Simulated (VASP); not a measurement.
# Sn (I4/mmm) in VASP: single point with PBEsol

Aim: the single point of Sn with PBEsol.

Program: VASP 6.6.1. These are calculated values, not measurements. Logs are shortened: lines on timing, memory, paths and dates and some standing lists are left out, and cuts for length are marked.

## (1) The crystal as given

Symmetry: I4/mmm, No. 139, tetragonal system. The conventional cell has a = 3.511 Å, b = 3.511 Å, c = 4.283 Å, α = 90.00°, β = 90.00°, γ = 90.00°. Sn (site symmetry 4/mmm) is surrounded by 12 Sn at 3.28 to 3.51 Å.

This isn't the form of Sn at room conditions, which is tetragonal (white tin).

## (2) Single point, PBEsol, non-collinear spin, zero start, spin-orbit coupling

INCAR

```
PREC = Accurate ; ENCUT = 520
EDIFF = 1E-6 ; ISMEAR = 0
SIGMA = 0.1 ; LREAL = False
LASPH = True ; NELM = 100
ALGO = Normal ; ISIF = 2
LWAVE = False ; LCHARG = True
MAGMOM = 0 0 0 ; LORBIT = 11
LSORBIT = True ; GGA_COMPAT = False
GGA = PS ; LVHAR = True
NBANDS = 25
```

KPOINTS

```
regular mesh
0
Gamma
  16 16 16
```

POSCAR

```
Sn
1.0
   -1.7555100000      1.7552400000      2.1416400000
    1.7555100000     -1.7552400000      2.1416400000
    1.7555100000      1.7552400000     -2.1416400000
Sn
1
Direct
    0.0000000000      0.0000000000      0.0000000000
```

Potentials or basis: VASP PAW PBE potentials, release 64 (Sn_d).

On the command line:

```
$ cat potpaw_PBE.64/Sn_d/POTCAR > POTCAR
$ mpirun -np 1 vasp_ncl > vasp.out
```

OUTCAR:

```text
PREC = Accurate
   ENCUT = 520
   EDIFF = 1E-6
   ISMEAR = 0
   LREAL = False
   LASPH = True
   NELM = 100
   ISIF = 2
   LORBIT = 11
   LSORBIT = True
   GGA = PS

 ion  position               nearest neighbor table
   1  0.000  0.000  0.000-

  LATTYP: Found a body centered orthorhombic cell.
 ALAT       =     3.5104800000
 B/A-ratio  =     1.0001538251
 C/A-ratio  =     1.2201408354

  Lattice vectors:

 A1 = (   1.7555100000,  -1.7552400000,  -2.1416400000)
 A2 = (  -1.7555100000,   1.7552400000,  -2.1416400000)
 A3 = (   1.7555100000,   1.7552400000,   2.1416400000)

Analysis of symmetry for initial positions (statically):
=====================================================================
 Subroutine PRICEL returns:
 Original cell was already a primitive cell.

 Routine SETGRP: Setting up the symmetry group for a
 body centered orthorhombic supercell.

 Subroutine GETGRP returns: Found  8 space group operations
 (whereof  8 operations were pure point group operations)
 out of a pool of  8 trial point group operations.

The static configuration has the point symmetry D_2h.

Analysis of symmetry for dynamics (positions and initial velocities):
=====================================================================
 Subroutine PRICEL returns:
 Original cell was already a primitive cell.

 Routine SETGRP: Setting up the symmetry group for a
 body centered orthorhombic supercell.

 Subroutine GETGRP returns: Found  8 space group operations
 (whereof  8 operations were pure point group operations)
 out of a pool of  8 trial point group operations.

The dynamic configuration has the point symmetry D_2h.

Analysis of structural, dynamic, and magnetic symmetry:
=====================================================================
 Subroutine PRICEL returns:
 Original cell was already a primitive cell.

 Routine SETGRP: Setting up the symmetry group for a
 body centered orthorhombic supercell.

 Subroutine GETGRP returns: Found  8 space group operations
 (whereof  8 operations were pure point group operations)
 out of a pool of  8 trial point group operations.

The overall configuration has the point symmetry D_2h.

 Subroutine INISYM returns: Found  8 space group operations
 (whereof  8 operations are pure point group operations),
 and found     1 'primitive' translations

----------------------------------------------------------------------------------------

                                     Primitive cell

  volume of cell :      26.3965

  direct lattice vectors                    reciprocal lattice vectors
    -1.755510000  1.755240000  2.141640000     0.000000000  0.284861330  0.233465942
     1.755510000 -1.755240000  2.141640000     0.284817517  0.000000000  0.233465942
     1.755510000  1.755240000 -2.141640000     0.284817517  0.284861330  0.000000000

  length of vectors
     3.278613229  3.278613229  3.278613229     0.368310091  0.368276207  0.402823777

  position of ions in fractional coordinates (direct lattice)
     0.000000000  0.000000000  0.000000000

  ion indices of the primitive-cell ions
   primitive index   ion index
                 1           1

----------------------------------------------------------------------------------------

 KPOINTS: regular mesh

Automatic generation of k-mesh.
 Grid dimensions read from file:
 generate k-points for:   16   16   16

 Generating k-lattice:

  Cartesian coordinates                     Fractional coordinates (reciprocal lattice)
     0.000000000  0.017803833  0.014591621     0.062500000  0.000000000 -0.000000000
     0.017801095  0.000000000  0.014591621     0.000000000  0.062500000 -0.000000000
     0.017801095  0.017803833  0.000000000     0.000000000  0.000000000  0.062500000

  Length of vectors
     0.023019381  0.023017263  0.025176486

  Shift w.r.t. Gamma in fractional coordinates (k-lattice)
     0.000000000  0.000000000  0.000000000

 Subroutine IBZKPT returns following result:
 ===========================================

 Found    621 irreducible k-points:

 Following reciprocal coordinates:
            Coordinates               Weight
  0.000000  0.000000  0.000000      1.000000
  0.062500  0.000000 -0.000000      4.000000
  0.125000  0.000000 -0.000000      4.000000
  0.187500 -0.000000  0.000000      4.000000
  0.250000  0.000000 -0.000000      4.000000
  0.312500  0.000000 -0.000000      4.000000
[... 16 lines left out ...]
 -0.187500  0.062500 -0.000000      8.000000
 -0.125000  0.062500  0.000000      8.000000
 [... further k-points ...]
   k-points           NKPTS =    621   k-points in BZ     NKDIM =    621   number of bands    NBANDS=     25
   number of dos      NEDOS =    301   number of ions     NIONS =      1
   total plane-waves  NPLWV =  13824
   dimension x,y,z NGX =    24 NGY =   24 NGZ =   24
   dimension x,y,z NGXF=    48 NGYF=   48 NGZF=   48
   ions per type =               1
   NGX,Y,Z   is equivalent  to a cutoff of  12.17, 12.17, 12.17 a.u.
   NGXF,Y,Z  is equivalent  to a cutoff of  24.34, 24.34, 24.34 a.u.
 SYSTEM =  unknown system
   PREC   = accura    normal or accurate (medium, high low for compatibility)
   ISTART =      0    job   : 0-new  1-cont  2-samecut
   ICHARG =      2    charge: 1-file 2-atom 10-const
   ISPIN  =      1    spin polarized calculation?
   LNONCOLLINEAR =      T non collinear calculations
   LSORBIT =      T    spin-orbit coupling
   LASPH  =      T    aspherical Exc in radial PAW
   ENCUT  =  520.0 eV  38.22 Ry    6.18 a.u.   6.10  6.10  6.10*2*pi/ulx,y,z
   NELM   =    100;   NELMIN=  2; NELMDL= -5     # of ELM steps
   EDIFF  = 0.1E-05   stopping-criterion for ELM
   LREAL  =      F    real-space projection
   EDIFFG = 0.1E-04   stopping-criterion for IOM
   NSW    =      0    number of steps for IOM
   IBRION =     -1    ionic relax: 0-MD 1-quasi-New 2-CG
   NFREE  =      0    steps in history (QN), initial steepest desc. (CG)
   ISIF   =      2    stress and relaxation
   ISYM   =      2    0-nonsym 1-usesym 2-fastsym
   POTIM  = 0.5000    time-step for ionic-motion
   TEBEG  =    0.0;   TEEND  =   0.0 temperature during run
   PSTRESS=    0.0 pullay stress
   NELECT =      14.0000    total number of electrons
   NUPDOWN=      -1.0000    fix difference up-down
   EMIN   =  10.00;   EMAX   =-10.00  energy-range for DOS
   EFERMI =   0.00;   METHOD = LEGACY
   ISMEAR =     0;   SIGMA  =   0.10  broadening in eV -4-tet -1-fermi 0-gaus
   EFERMI_NEDOS =   21; number of points for ismear=-14 and -15
   IALGO  =     38    algorithm
   IMIX   =      4    mixing-type and parameters
     AMIX     =   0.40;   BMIX     =  1.00
     AMIX_MAG =   1.60;   BMIX_MAG =  1.00
  volume/ion in A,a.u.               =      26.40       178.13
  Fermi-wavevector in a.u.,A,eV,Ry     =   1.325161  2.504192 23.892545  1.756053
  Thomas-Fermi vector in A             =   2.454643
   LORBIT       =     11    0 simple, 1 ext, 2 COOP (PROOUT), +10 PAW based schemes
   GGA     = PS    functional components
   LHFCALC =     F    Hartree Fock is set to
   AEXX    =    0.0000 exact exchange contribution
   IVDW    =     0    specifies the selected vdW correction
   LEPSILON=     F    determine dielectric tensor
   LRPA    =     F    only Hartree local field effects (RPA)
 Gauss-broadening in eV      SIGMA  =   0.10
  energy-cutoff  :      520.00
  volume of cell :       26.40
 maximum number of plane-waves:      1464
   NGX = 13   NGY = 13   NGZ = 13

 number of electron      14.0000011 magnetization       0.0000000     -0.0000000     -0.0000000

 number of electron      14.0000011 magnetization      -0.0000000      0.0000000      0.0000000

 number of electron      14.0000011 magnetization      -0.0000000     -0.0000000     -0.0000000

 number of electron      14.0000011 magnetization       0.0000000      0.0000000      0.0000000

 Free energy of the ion-electron system (eV)
  ---------------------------------------------------
  ext. energy  EPLUGINS =         0.00000000
  ---------------------------------------------------
  free energy    TOTEN  =        -4.29249205 eV

  energy without entropy =       -4.29023431  energy(sigma->0) =       -4.29136318

 E-fermi :   8.2835     XC(G=0): -10.6392

 val. band max:        8.2524670053   @ k =  -0.3750  -0.3750   0.3125
 cond. band min:       8.2883338791   @ k =   0.2500   0.4375   0.1250
 fundamental gap:      0.0358668738
 Fermi energy:         8.2834502887

 k-point     1 :       0.0000    0.0000    0.0000
  band No.  band energies     occupation
      1     -13.7137      1.00000
      2     -13.7137      1.00000
      3     -13.7130      1.00000
      4     -13.7130      1.00000
      5     -12.7287      1.00000
      6     -12.7287      1.00000
[... 17 lines left out ...]
     24      20.4346      0.00000
     25      20.9860      0.00000

 k-point     2 :       0.0625    0.0000   -0.0000
  band No.  band energies     occupation
      1     -13.7130      1.00000
      2     -13.7130      1.00000
      3     -13.7107      1.00000
      4     -13.7107      1.00000
      5     -12.7257      1.00000
      6     -12.7257      1.00000
[... 17 lines left out ...]
     24      20.8559      0.00000
     25      21.6405      0.00000

 k-point     3 :       0.1250    0.0000   -0.0000
  band No.  band energies     occupation
      1     -13.7115      1.00000
      2     -13.7115      1.00000
      3     -13.7035      1.00000
      4     -13.7035      1.00000
      5     -12.7172      1.00000
      6     -12.7172      1.00000
[... 17 lines left out ...]
     24      20.8502      0.00000
     25      21.4628      0.00000

 k-point     4 :       0.1875   -0.0000    0.0000
  band No.  band energies     occupation
      1     -13.7097      1.00000
      2     -13.7097      1.00000
      3     -13.6933      1.00000
      4     -13.6933      1.00000
      5     -12.7061      1.00000
      6     -12.7061      1.00000
[... 17 lines left out ...]
     24      20.1373      0.00000
     25      22.0866      0.00000
[... 477 lines left out ...]
 k-point    22 :      -0.2500    0.0625    0.0000
  band No.  band energies     occupation
      1     -13.7077      1.00000
      2     -13.7077      1.00000
      3     -13.6863      1.00000
      4     -13.6863      1.00000
      5     -12.7009      1.00000
      6     -12.7009      1.00000
[... 17 lines left out ...]
     24      20.2943      0.00000
     25      22.3670      0.00000

 k-point    23 :      -0.1875    0.0625   -0.0000
  band No.  band energies     occupation
      1     -13.7097      1.00000
      2     -13.7097      1.00000
      3     -13.6969      1.00000
      4     -13.6969      1.00000
      5     -12.7110      1.00000
      6     -12.7110      1.00000
[... 17 lines left out ...]
     24      20.9772      0.00000
     25      21.4819      0.00000

 k-point    24 :      -0.1250    0.0625    0.0000
  band No.  band energies     occupation
      1     -13.7116      1.00000
      2     -13.7116      1.00000
      3     -13.7055      1.00000
      4     -13.7055      1.00000
      5     -12.7207      1.00000
      6     -12.7207      1.00000
[... 17 lines left out ...]
     24      21.0893      0.00000
     25      21.5975      0.00000

 [... further k-points ...]

------------------------ aborting loop because EDIFF is reached ----------------------------------------

  FORCE on cell =-STRESS in cart. coord.  units (eV):
  Direction    XX          YY          ZZ          XY          YZ          ZX
  --------------------------------------------------------------------------------------
  -------------------------------------------------------------------------------------
  Total       -0.0205514     -0.0191096      0.0024643      0.0000000      0.0000000      0.0000000
  in kB       -1.2473998     -1.1598875      0.1495753      0.0000000      0.0000000      0.0000000
  external PRESSURE =      -0.7525707 kB  Pullay stress =       0.0000000 kB

 VOLUME and BASIS-vectors are now :
 -----------------------------------------------------------------------------
  energy-cutoff  :      520.00
  volume of cell :       26.40
      direct lattice vectors                 reciprocal lattice vectors
    -1.755510000  1.755240000  2.141640000     0.000000000  0.284861330  0.233465942
     1.755510000 -1.755240000  2.141640000     0.284817517  0.000000000  0.233465942
     1.755510000  1.755240000 -2.141640000     0.284817517  0.284861330  0.000000000

 POSITION                                       TOTAL-FORCE (eV/Angst)
 -----------------------------------------------------------------------------------
      0.00000      0.00000      0.00000         0.000000      0.000000     -0.000000
 -----------------------------------------------------------------------------------
    total drift:                                0.000000      0.000000     -0.000000

  FREE ENERGIE OF THE ION-ELECTRON SYSTEM (eV)
  ---------------------------------------------------
  free  energy   TOTEN  =        -4.2924920450 eV

  energy  without entropy=       -4.2902343058  energy(sigma->0) =       -4.29136318

 Spin-Orbit-Coupling matrix elements

 Ion:    1  E_soc:     -0.1093606
 l=   1
     0.0000000    -0.0120592    -0.0120386
    -0.0120592     0.0000000    -0.0120591
    -0.0120386    -0.0120591     0.0000000
 l=   2
     0.0000000    -0.0012269     0.0000000    -0.0012269    -0.0049437
    -0.0012269     0.0000000    -0.0036989    -0.0012400    -0.0012439
     0.0000000    -0.0036989     0.0000000    -0.0036989     0.0000000
    -0.0012269    -0.0012400    -0.0036989     0.0000000    -0.0012439
    -0.0049437    -0.0012439     0.0000000    -0.0012439     0.0000000
 l=   3
     0.0000000     0.0000000     0.0000000     0.0000000     0.0000000     0.0000000     0.0000000
     0.0000000     0.0000000     0.0000000     0.0000000     0.0000000     0.0000000     0.0000000
     0.0000000     0.0000000     0.0000000     0.0000000     0.0000000     0.0000000     0.0000000
     0.0000000     0.0000000     0.0000000     0.0000000     0.0000000     0.0000000     0.0000000
     0.0000000     0.0000000     0.0000000     0.0000000     0.0000000     0.0000000     0.0000000
     0.0000000     0.0000000     0.0000000     0.0000000     0.0000000     0.0000000     0.0000000
     0.0000000     0.0000000     0.0000000     0.0000000     0.0000000     0.0000000     0.0000000

 total charge

# of ion       s       p       d       tot
------------------------------------------
    1        1.292   0.899   9.980  12.170

 magnetization (x)

# of ion       s       p       d       tot
------------------------------------------
    1        0.000   0.000   0.000   0.000

 magnetization (y)

# of ion       s       p       d       tot
------------------------------------------
    1       -0.000   0.000   0.000  -0.000

 magnetization (z)

# of ion       s       p       d       tot
------------------------------------------
    1        0.000  -0.000  -0.000  -0.000
```

Wall time 2.9 min (1 thread of Intel Xeon 6975P-C (Granite Rapids), shared host); peak memory 0.61 GiB.

What came out:

- Free energy: -4.2925 eV
- Pressure: -0.1 GPa
- Net moment: 0.00 μB per cell
- Valence electrons inside the program's atomic spheres: Sn 12.17

Moments on the atoms (μB; x, y, z):
```
Sn  0.00 0.00 0.00
```

Caveat: the PAW data sets were made with another functional, which shifts forces and pressure a little.
